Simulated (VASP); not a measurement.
Crystal: Si.

```
CELL_PARAMETERS angstrom
3.83132 0.00000 0.00000
-1.91566 3.31802 0.00000
0.00000 0.00000 6.33262
ATOMIC_POSITIONS crystal
Si 0.66667 0.33333 0.93699
Si 0.33333 0.66667 0.43699
Si 0.66667 0.33333 0.56301
Si 0.33333 0.66667 0.06301
```

This isn't the form of Si at room conditions, which is diamond.

```yaml
Program: VASP 6.6.1
Task: single point
Functional: PBE
Potentials_or_basis: VASP PAW PBE potentials, release 64 (Si)
Cutoff: 520 eV
k_mesh: 8 × 8 × 4
Occupations: fermi-dirac, width 0.05 eV
Spin: no spin polarisation
```

On this cell: pressure 1.4 GPa; largest force 0.008 eV/Å; band gap on the k mesh 0.42 eV, indirect (least direct gap 1.03 eV).

The same run follows on a disturbed copy (atoms moved at random, drawn with an rms of 0.05 Å):

```
Si
1.0
     3.83132    0.00000    0.00000
    -1.91566    3.31802    0.00000
     0.00000    0.00000    6.33262
Si
4
Direct
  0.66241 0.33371 0.94032
  0.33469 0.65868 0.43431
  0.67437 0.34542 0.56219
  0.31425 0.64739 0.05883
```

Problem. What does the disturbed cell give?

Solution. The energy moves by +17.2 meV/atom; pressure 1.6 GPa; largest force 0.986 eV/Å; band gap on the k mesh 0.06 eV, indirect (least direct gap 0.78 eV).

Forces in eV/Å, atoms in the order of the input:
```
Si  -0.281 -0.776 -0.539
Si  -0.233  0.726  0.009
Si   0.188 -0.767  0.126
Si   0.325  0.818  0.404
```

Stress tensor (GPa, compression positive):
```
 4.21  0.12  0.52
 0.12 -0.14  0.02
 0.52  0.02  0.63
```

A k mesh can miss the band edges.
